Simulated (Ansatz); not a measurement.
## Yb under changes of volume

One of the cells (39.836 Å³/atom); the others are scaled copies at fixed shape and fractional positions:

```xyz
1
Lattice="-2.1515 2.1515 2.1515 2.1515 -2.1515 2.1515 2.1515 2.1515 -2.1515" Properties=species:S:1:pos:R:3 pbc="T T T"
Yb    0.0000    0.0000    0.0000
```

This isn't the form of Yb at room conditions, which is fcc.

| Quantity | Value |
| --- | --- |
| Program | Ansatz 0.2.0 |
| Functional | r2SCAN |
| Potentials or basis | Ansatz PAW |
| Cutoff | 500 eV (not typed: the program's choice for these potentials) |
| k mesh | 9 × 9 × 9 |
| Occupations | fermi-dirac, width 0.05 eV |
| Spin | collinear spin, ferromagnetic start |
| Starting moments | [1.0] μB |

```csv
volume (Å³/atom),energy over the lowest point (meV/atom),pressure (GPa)
37.446,0.00,-1.9
38.242,10.10,-2.2
39.039,21.60,-2.4
39.836,34.37,-2.7
40.633,?,?
41.429,63.16,-3.0
42.226,78.94,-3.2
```

Q: What does the run at 40.633 Å³/atom give?

A: Energy over the lowest point 48.26 meV/atom; pressure -2.9 GPa.

Worked out: A Birch-Murnaghan fit of order 3 (a polynomial in V^(-2/3)) to the other rows has no minimum within the range. It gives 48.27 meV/atom at 40.633 Å³/atom, against the run's 48.26, and -dE/dV = -2.9 GPa, against -2.9.

Energies are extrapolated to zero smearing.

Caveats: the magnetic or orbital state may not be the lowest; the PAW data sets come from PBE, with cores solved anew for the run's functional, which leaves a small shift of forces and pressure; the starting moments weren't kept.
